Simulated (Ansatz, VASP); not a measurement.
Two plane-wave programs on Al

File INCAR:

```
SYSTEM = Al
ALGO     = Normal         ! electronic algorithm
EDIFF    = 1E-6           ! SCF threshold, eV
EDIFFG   = -0.01          ! ionic threshold
ENCUT    = 600            ! plane-wave cutoff, eV
GGA      = PS             ! functional
IBRION   = 2              ! ionic algorithm
ISIF     = 3              ! what is computed and relaxed
ISMEAR   = -1             ! smearing method
IVDW     = 13             ! dispersion correction
LASPH    = .True.         ! aspherical terms in the spheres
LCHARG   = .False.        ! write CHGCAR
LREAL    = .False.        ! projectors in reciprocal space
LWAVE    = .False.        ! write WAVECAR
NELM     = 80             ! most SCF steps
NSW      = 60             ! ionic steps
PREC     = Accurate       ! precision mode
SIGMA    = 0.05           ! smearing width, eV
```

The input KPOINTS:

```
k-points
0
Gamma
  11 11 6
  0 0 0
```

Contents of POSCAR:

```
Al
1.0
    2.8124553515      0.0000000000      0.0000000000
   -1.4062276757      2.4356577814      0.0000000000
    0.0000000000      0.0000000000      4.8668500000
Al
2
Direct
    0.3333333333      0.6666666667      0.2500000000
    0.6666666667      0.3333333333      0.7500000000
```

Contents of input.yaml:

```yaml
crystal:
  lattice:
    - [2.8124553515, 0.0, 0.0]
    - [-1.4062276757, 2.4356577814, 0.0]
    - [0.0, 0.0, 4.86685]
  atoms:
    - { symbol: Al, position: [0.3333333333, 0.6666666667, 0.25] }
    - { symbol: Al, position: [0.6666666667, 0.3333333333, 0.75] }
hamiltonian:
  xc: pbesol
  pseudopotentials: { kind: paw }
  dispersion: d4
kpoints:
  mp_grid: { grid: [11, 11, 6] }
scf:
  occupations: { method: fermi_dirac, width: 0.05 }
output:
  forces: true
  stress: true
  eigenvalues: true
relax:
  f_tol: 0.01
  max_steps: 40
  cell: { stress_tol: 0.05 }
```

This isn't the form of Al at room conditions, which is fcc.

Alike in both runs: task relaxation of cell and atoms; functional PBEsol; dispersion D4; k mesh 11 × 11 × 6; occupations fermi-dirac, width 0.05 eV; no spin polarisation.

```csv
,VASP,Ansatz
version,VASP 6.6.1,Ansatz 0.2.0
potentials or method,"VASP PAW PBE potentials, release 64 (Al)",Ansatz PAW
plane-wave cutoff (eV),600,420
valence electrons in the cell,6,6
```

Ansatz gave:

```
gap on the k mesh at the Fermi level, each at its own relaxed structure (eV) : none
relaxed volume (Å³/atom)                                                     : 15.94
relaxed cell length with the largest relative difference (Å)                 : 2.813
energy change over the relaxation (meV/atom)                                 : -18
```

Problem. Estimate VASP's values.

Solution. gap on the k mesh at the Fermi level, each at its own relaxed structure (eV): none; relaxed volume (Å³/atom): 15.95; relaxed cell length with the largest relative difference (Å): 2.814; energy change over the relaxation (meV/atom): -17.

A gap of «none» marks a metal or a gap that the smearing closes.

Caveats: pairwise dispersion overbinds metals, which lowers pressure and volume; the PAW data sets were made with another functional, which shifts forces and pressure a little (VASP); the plane-wave basis is chosen anew once the cell has moved, so the energies of steps on either side of that aren't comparable (Ansatz); the PAW data sets come from PBE, with cores solved anew for the run's functional, which leaves a small shift of forces and pressure (Ansatz).
